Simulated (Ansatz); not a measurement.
Runs of Ansatz 0.2.0 on Nb. The structure is cubic, space group Pm-3m (No. 221). The conventional cell has a = 2.720 Å, b = 2.720 Å, c = 2.720 Å, α = 90.00°, β = 90.00°, γ = 90.00°. Around Nb (site symmetry m-3m) lie 6 Nb at 2.72 Å. The cell was built by a generator and needn't be a form met in nature.

| task | level | cell | cutoff (eV) | points for each segment of the path | gap on the mesh (eV) | pressure (GPa) | relaxed volume (Å³/atom) |
| --- | --- | --- | --- | --- | --- | --- | --- |
| single point | r2SCANh | as given | 500 | - | none | 6.9 | - |
| band structure | HSE06 | as given | 420 | 4 | none | 5.2 | - |
| single point | PBE0 | as given | 420 | - | none | (c) | - |
| relaxation of cell and atoms | HSEsol | relaxed | 420 | - | none | 0.0 | 20.40 |
| single point | r2SCAN50 | as given | 500 | - | none | 3.0 | - |
| band structure | HSEsol | as given | 420 | 4 | none | (b) | - |
| single point | HF | as given | 420 | - | none | (a) | - |
| relaxation of cell and atoms | HSE06 | relaxed | 420 | - | none | 0.0 | 20.93 |

Alike in all rows: potentials or basis Ansatz PAW; no spin polarisation; k mesh 5 × 5 × 5; smearing fermi-dirac 0.05 eV; the mesh is coarse, so values aren't converged.

**Question.** Estimate the missing entries.

**Answer.** (a) 17.3; (b) 1.7; (c) 2.0.

Caveats: all runs use coarse meshes; the PAW data sets come from PBE, with cores solved anew for the run's functional, which leaves a small shift of forces and pressure; the thresholds are loose for stress (some runs); the plane-wave basis is chosen anew once the cell has moved, so the energies of steps on either side of that aren't comparable (some runs); so large a pressure means that the cell lies far from this level's equilibrium, or that cutoff or potentials fall short (some runs).

A k mesh can miss the band edges, and the runs leave out spin-orbit coupling on Nb.

A gap of «none» marks a metal or a gap under the smearing width.
